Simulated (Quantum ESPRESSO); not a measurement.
Crystal: MoS2.

```
Mo S
1.0
     3.22746    0.00000    0.00000
    -1.61373    2.79507    0.00000
     0.00000    0.00000    6.31247
Mo S
1 2
Direct
  0.00000 0.00000 0.50000
  0.66667 0.33333 0.74468
  0.33333 0.66667 0.25532
```

Measurements of this composition are mostly on another form, of space group No. 194.

Base run:

- Program: Quantum ESPRESSO 7.5
- Functional: AM05
- Potentials or basis: PseudoDojo 0.4.1 SR PBE standard
- Cutoff: 1088 eV
- Density cutoff: 4354 eV
- k mesh: 9 × 9 × 4
- Occupations: fermi-dirac, width 0.05 eV
- Spin: no spin polarisation

Its results: band gap on the k mesh none (metal or under the smearing width); pressure -3.3 GPa; largest force 0.053 eV/Å.

Question: The run is repeated on the same cell with these changes: functional from AM05 to HLE16. What comes out?

Answer: Band gap on the k mesh none (metal or under the smearing width); pressure -21.9 GPa; largest force 2.835 eV/Å.

Caveats: the potentials were made for another functional, which shifts forces and pressure; this functional lacks dispersion, which binds the layers, so the pressure and a relaxed spacing across them are unreliable (some runs); the potentials were made for a functional far from this one (some runs); so large a pressure means that the cell lies far from this level's equilibrium, or that cutoff or potentials fall short (some runs).
